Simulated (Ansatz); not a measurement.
**Sc in Ansatz: the effect of functional**

Crystal: Sc.

```
CELL_PARAMETERS angstrom
-1.91721 1.91721 1.71760
1.91721 -1.91721 1.71760
1.91721 1.91721 -1.71760
ATOMIC_POSITIONS crystal
Sc 0.00000 0.00000 0.00000
```

This isn't the form of Sc at room conditions, which is hcp.

Alike in all runs:

- Program: Ansatz 0.2.0
- Task: projected density of states
- Potentials or basis: Ansatz PAW
- k mesh: 6 × 6 × 6
- Occupations: fermi-dirac, width 0.05 eV
- Spin: no spin polarisation

```csv
functional,cutoff,pressure (GPa)
LDA,420 eV (not typed: the program's choice for these potentials),-5.4
PBEsol,420 eV (not typed: the program's choice for these potentials),?
r2SCAN,500 eV (not typed: the program's choice for these potentials),-0.2
HSE06,420 eV (not typed: the program's choice for these potentials),0.4
PBE0,420 eV (not typed: the program's choice for these potentials),0.2
r2SCAN0,500 eV (not typed: the program's choice for these potentials),0.4
```

**Question.** What does the run with functional PBEsol give?

**Answer.** Pressure -2.9 GPa.

Caveats: all runs use coarse meshes; the PAW data sets come from PBE, with cores solved anew for the run's functional, which leaves a small shift of forces and pressure; the density of states is complete only up to the lowest level of the last band computed; the thresholds are loose for stress (some runs).

Runs at the PBE level aren't shown here.
